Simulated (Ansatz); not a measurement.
The calculation used Ansatz, DFT PBE, scalar-relativistic, plane waves, PAW. All cells share a 420 eV cutoff and Γ-centred k meshes spaced about 0.3 Å⁻¹ or finer (0.25 for metals, 2π included). No spin polarisation.

Structures of Hf5C3, relaxed with PBE:

#1.

```
Hf C
1.0
     3.61797   -5.11951    0.00000
     3.61797    5.11951    0.00000
     0.00000    0.00000    3.32041
Hf C
5 3
Direct
  0.00000 0.00000 0.00000
  0.00000 0.50000 0.00000
  0.50000 0.00000 0.00000
  0.29719 0.29719 0.50000
  0.70281 0.70281 0.50000
  0.50000 0.50000 0.00000
  0.83960 0.16040 0.50000
  0.16040 0.83960 0.50000
```

#2.

```
Hf C
1.0
     3.08350    0.00000    0.00000
     0.00000    3.08350    0.00000
     0.00000    0.00000   14.40894
Hf C
5 3
Cartesian
  0.0000 0.0000 11.7738
  0.0000 0.0000 2.6351
  0.0000 0.0000 5.8945
  0.0000 0.0000 8.5144
  1.5417 1.5417 0.0000
  1.5417 1.5417 2.2264
  1.5417 1.5417 7.2045
  1.5417 1.5417 12.1826
```

#3.

```
Hf C
1.0
    -1.81372    2.99097    5.96268
     1.81372   -2.99097    5.96268
     1.81372    2.99097   -5.96268
Hf C
5 3
Direct
  0.60429 0.35212 0.25217
  0.09995 0.35212 0.74783
  0.39571 0.64788 0.74783
  0.90005 0.64788 0.25217
  0.50000 0.00000 0.50000
  0.30621 0.80621 0.50000
  0.69379 0.19379 0.50000
  0.00000 0.50000 0.50000
```

With PBE the energies per atom relative to #1 are: #2 −61 meV, #3 −228 meV.

**Question.** What do the differences become with r2SCAN (500 eV) at these PBE geometries?

**Answer.** The order stays #3 < #2 < #1.

```csv
cell,group,"coarse PBE screen (meV/atom, to 10)","PBE, fine mesh (meV/atom)",r2SCAN at the PBE cell (meV/atom),r2SCAN pressure (GPa),gap PBE (eV),gap r2SCAN (eV)
#1,Cmmm,0,0,0,-2.4,0.00,0.00
#2,P4/mmm,20,-61,-57,-1.6,0.00,0.00
#3,Immm,-230,-228,-229,-2.0,0.00,0.00
```

Energies count from #1, gaps are read on the mesh, and pressure is positive in compression.

Spin–orbit coupling, which can matter for Hf, is left out. Cells relaxed within their symmetry can be saddle points.
